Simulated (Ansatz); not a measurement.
Runs of Ansatz 0.2.0 on GaSb. The structure is orthorhombic, space group Immm (No. 71). Conventional cell: a = 3.112 Å, b = 5.350 Å, c = 5.787 Å, α = 90.00°, β = 90.00°, γ = 90.00°. Around Sb (site symmetry mmm) lie 6 Ga at 2.89 to 3.09 Å and 2 Sb at 3.11 Å. Around Ga (site symmetry mmm) lie 6 Sb at 2.89 to 3.09 Å and 2 Ga at 3.11 Å. Measurements of this composition are mostly on another form, of space group No. 216.

```tsv
screening (1/Å)	gap on the mesh (eV)	pressure (GPa)
0.2	none	-1.9
0.6	none	(b)
0.3	none	-1.5
0.4	none	(a)
0.15	none	-2.0
```

Alike in all rows: task single point; level HSE06 form with a typed share of exact exchange; potentials or basis Ansatz PAW; no spin polarisation; cell as given; k mesh 5 × 5 × 5; cutoff (eV) 420; smearing fermi-dirac 0.05 eV; the mesh is coarse, so values aren't converged.

Question: Fill in the values left out.

Answer: (a) -1.2; (b) -0.7.

Caveats: all runs use coarse meshes; the PAW data sets come from PBE, with cores solved anew for the run's functional, which leaves a small shift of forces and pressure; the thresholds are loose for stress.

A k mesh can miss the band edges, and the runs leave out spin-orbit coupling on Ga, Sb.

A gap of «none» marks a metal or a gap under the smearing width.
